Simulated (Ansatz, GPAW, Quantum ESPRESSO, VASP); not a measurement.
## Fitting the PBEsol energy curve of CsSnI3

```
CELL_PARAMETERS angstrom
6.20570 0.00000 0.00000
0.00000 6.20570 0.00000
0.00000 0.00000 6.20570
ATOMIC_POSITIONS crystal
Cs 0.00000 0.00000 0.00000
I 0.50000 0.50000 0.00000
I 0.50000 0.00000 0.50000
I 0.00000 0.50000 0.50000
Sn 0.50000 0.50000 0.50000
```

The cell was measured well above room temperature.

The cell was scaled at fixed shape and fractions and run with Ansatz, Ansatz PAW, cutoff 420 eV; PBEsol, k mesh 5 × 5 × 5 on the cell of 5 atoms, fermi-dirac occupations of 0.05 eV, no spin polarisation, no spin-orbit coupling. The potentials were made for PBE. Energies are those that the program minimises, any entropy of the smearing included.

```tsv
V (Å³/atom)	energy over the lowest row (meV/atom)
44.9294	1.021
45.8853	0.000
46.8412	1.227
47.7972	4.455
48.7531	?
49.7091	16.003
50.6650	23.962
```

Problem. Fit the third-order Birch-Murnaghan form, give V0, B0 and B′, and predict the energy left open.

Solution. With y = (V0/V)^(2/3), E = E0 + (9 V0 B0/16) [(y - 1)³ B′ + (y - 1)² (6 - 4y)]. Least squares through the rows shown give V0 = 45.8221 Å³/atom, E0 = -0.004 meV, B0 = 18.18 GPa (1 eV/Å³ = 160.218 GPa) and B′ = 4.73, with a largest miss of 0.006 meV. At V = 48.7531 the form with these constants gives 9.445 meV; the run gave 9.442 meV an atom. Other set-ups at this level, from all their volumes (Å³/atom, GPa): GPAW, PAW data sets generated for this functional: V0 45.841, B0 18.25; Ansatz, all-electron LAPW, scalar-relativistic: V0 45.828, B0 18.16; Quantum ESPRESSO, GBRV 1.5 PBEsol: V0 45.796, B0 18.18; VASP, PBE PAW files Cs_sv, I, Sn_d, 520 eV (made for PBE): V0 45.873, B0 18.14.
